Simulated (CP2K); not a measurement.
## Cu in CP2K: convergence with eps scf

The system is Cu.

```
CELL_PARAMETERS angstrom
2.56616 0.00000 0.00000
1.30812 2.23743 0.00000
1.23945 0.79829 2.05606
ATOMIC_POSITIONS crystal
Cu 0.95683 0.01521 0.00003
```

The cell isn't the ideal one: cell strained at random at fixed volume.

```yaml
Program: CP2K 2026.2
Task: single point
Functional: RPBE
Potentials_or_basis: POTENTIAL_UZH Cu GTH-PBE-q11; DZVP-MOLOPT-PBE-GTH basis
Density_cutoff: 6123 eV
k_mesh: 10 × 10 × 10
Occupations: fermi-dirac, width 0.01 eV
Spin: no spin polarisation
```

These are the settings of the first run; the series varies eps scf, with any setting tied to it.

Hardware: 1 thread of Arm Neoverse V1, on a shared host.

```
eps scf  energy less the tightest run, at zero smearing (meV/atom)  SCF cycles  CPU time (s)  peak memory (GiB)
 1.0E-3                                                       0.00           7           120               0.29
 1.0E-4                                                       0.00           7           120               0.29
 1.0E-5                                                       0.00          10           170               0.29
 1.0E-6                                                       0.00          11           180                0.3
 1.0E-7                                                       0.00          13           210               0.29
 1.0E-8                                                       0.00          14           220               0.29
```

Against the tightest run, the energy stays within 1 meV/atom from 1.0E-3 on. The tightest run that finished is the yardstick and may itself not be fully converged.

Caveat, for the tightest run too: the magnetic or orbital state may not be the lowest.
